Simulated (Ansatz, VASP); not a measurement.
One calculation of Al, two programs

Contents of INCAR:

```
SYSTEM = Al
PREC = Accurate ; ENCUT = 520
EDIFF = 1E-8 ; ISMEAR = -1
SIGMA = 0.05 ; LREAL = .False.
LASPH = .True. ; NELM = 80
ALGO = Normal ; ISIF = 2
LWAVE = .False. ; LCHARG = .False.
GGA = PS ; LEFG = .True.
NBANDS = 8
```

KPOINTS

```
regular mesh
0
Gamma
  14 14 14
  0 0 0
```

POSCAR

```
Al
1.0
    0.0000000000      1.9966255657      1.9966255657
    1.9966255657      0.0000000000      1.9966255657
    1.9966255657      1.9966255657      0.0000000000
Al
1
Direct
    0.0000000000      0.0000000000      0.0000000000
```

Input for Ansatz:

```yaml
crystal:
  lattice:
    - [0.0, 1.9966255657, 1.9966255657]
    - [1.9966255657, 0.0, 1.9966255657]
    - [1.9966255657, 1.9966255657, 0.0]
  atoms:
    - { symbol: Al, position: [0.0, 0.0, 0.0] }
kpoints:
  mp_grid: { grid: [14, 14, 14] }
scf:
  occupations: { method: fermi_dirac, width: 0.05 }
hamiltonian:
  xc: pbesol
  pseudopotentials: { kind: paw }
output:
  forces: true
  stress: true
  eigenvalues: true
  efg: { contact_densities: true }
```

Change from the starting cell: volume scaled by 0.96, PAW files.

Alike in both runs: task electric field gradients; functional PBEsol; k mesh 14 × 14 × 14; occupations fermi-dirac, width 0.05 eV; no spin polarisation.

```csv
,VASP,Ansatz
version,VASP 6.6.1,Ansatz 0.2.0
potentials or method,"VASP PAW PBE potentials, release 64 (Al)","PAW with Ansatz's default frozen-core files, scalar-relativistic"
plane-wave cutoff (eV),520,420
valence electrons in the cell,3,3
```

|  | VASP | Ansatz | Ansatz less VASP |
| --- | --- | --- | --- |
| pressure (GPa) | 1.2 | 1.2 | -0.07 |
| Vzz of the field gradient on the site that differs most (V/Å²) | 0.0 | 0.0 | 0.00 |

Caveats: the PAW data sets were made with another functional, which shifts forces and pressure a little (VASP).
